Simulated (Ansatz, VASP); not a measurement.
## AlN in VASP and in Ansatz

```
Al N
1.0
     3.29295    0.00000    0.00000
    -1.64648    2.85178    0.00000
     0.00000    0.00000    4.14076
Al N
2 2
Direct
  0.33333 0.66667 0.75000
  0.66667 0.33333 0.25000
  0.33333 0.66667 0.25000
  0.66667 0.33333 0.75000
```

Measurements of this composition are mostly on another form, of space group No. 186.

Alike in both runs: functional PBE; dispersion D3(BJ); k mesh 9 × 9 × 6; occupations gaussian, width 0.02 eV; no spin polarisation.

Ansatz relaxed the structure, and its values are those at the end. VASP's run is a single point on that final structure, the one shown.

|  | VASP | Ansatz |
| --- | --- | --- |
| version | VASP 6.6.1 | Ansatz 0.2.0 |
| potentials or method | VASP PAW PBE potentials, release 64 (Al, N) | scalar-relativistic, plane waves, PAW |
| plane-wave cutoff (eV) | 520 | 420 |
| valence electrons in the cell | 16 | 16 |

```tsv
	VASP	Ansatz	Ansatz less VASP
gap on the k mesh at the Fermi level (eV)	3.45	3.44	-0.010
least direct gap on the mesh (eV)	3.45	3.44	-0.010
pressure (GPa)	-0.2	0.0	+0.19
```

Expect the measured gap to be larger: semilocal functionals such as PBE lack the derivative discontinuity.
